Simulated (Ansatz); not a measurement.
## Levels of theory for GeSe (Pnma)

All numbers come from Ansatz. No magnetic order and no zero-point or thermal motion.

The cell is an 8-atom cell of GeSe started from a crystallographic database; cell and atoms were relaxed with r2SCAN+rVV10. The symmetry is Pnma (No. 62, orthorhombic); a = 11.010 Å, b = 3.804 Å, c = 4.536 Å in the conventional setting, 23.75 Å³ an atom. Ge has 3 Se at 2.56 Å; Se has 3 Ge at 2.56 Å.

```cif
data_structure
_symmetry_space_group_name_H-M 'Pnma'
_symmetry_Int_Tables_number 62
_cell_length_a 11.0103
_cell_length_b 3.8043
_cell_length_c 4.5364
_cell_angle_alpha 90.000
_cell_angle_beta 90.000
_cell_angle_gamma 90.000
_cell_volume 190.01
loop_
_atom_site_label
_atom_site_type_symbol
_atom_site_symmetry_multiplicity
_atom_site_Wyckoff_symbol
_atom_site_fract_x
_atom_site_fract_y
_atom_site_fract_z
_atom_site_occupancy
Ge1 Ge 4 c 0.12544 0.75000 0.88603 1
Se1 Se 4 c 0.85161 0.75000 0.48780 1
```

Gaps on the r2SCAN+rVV10 cell, each the least over its mesh and the special points:

| level | k mesh | gap (eV) | kind | edges | least direct gap (eV) | rough cost |
| --- | --- | --- | --- | --- | --- | --- |
| LDA | 2×6×6 | 0.77 | direct | Γ | 0.77 | 40 core-seconds |
| PBE | 2×6×6 | 0.83 | direct | Γ | 0.83 | 70 core-seconds |
| PBE+SOC | 2×6×6 | 0.80 | direct | Γ | 0.80 | 6 core-minutes |
| r2SCAN | 2×6×6 | 1.04 | direct | Γ | 1.04 | 70 core-seconds |
| r2SCANh | 2×4×4 | 1.48 | direct | Γ | 1.48 | 15 core-minutes |
| HSE06 | 2×4×4 | 1.35 | direct | Γ | 1.35 | 12 core-minutes |
| PBE0 | 2×4×4 | 2.00 | direct | Γ | 2.00 | 12 core-minutes |

PBE, PBE+SOC: smearing of 0.02 eV; the others have fixed occupations.
Wave cutoffs: 420 eV, 500 eV (r2SCAN, r2SCANh).
Costs come from shared machines and give only the order; PBE's includes the band path. The runs had 4 threads of Arm Neoverse V1, with other jobs on the host.

With HSE06 the gap is 1.35 eV and direct, at Γ. Spin-orbit coupling changes the PBE gap by -0.02 eV, to 0.80 eV.

r2SCAN covers 41 % of the step from PBE to HSE06, while HSE06 needs about 10 times r2SCAN's cost (on a coarser mesh). For gaps to 0.1 eV, spin-orbit coupling (up to 0.02 eV here) can be left out. All these functionals give a gap of the same kind, direct.

Only the levels marked +SOC include spin-orbit coupling.

The meshes of the hybrids are coarse, so their gaps aren't converged to the digits shown.
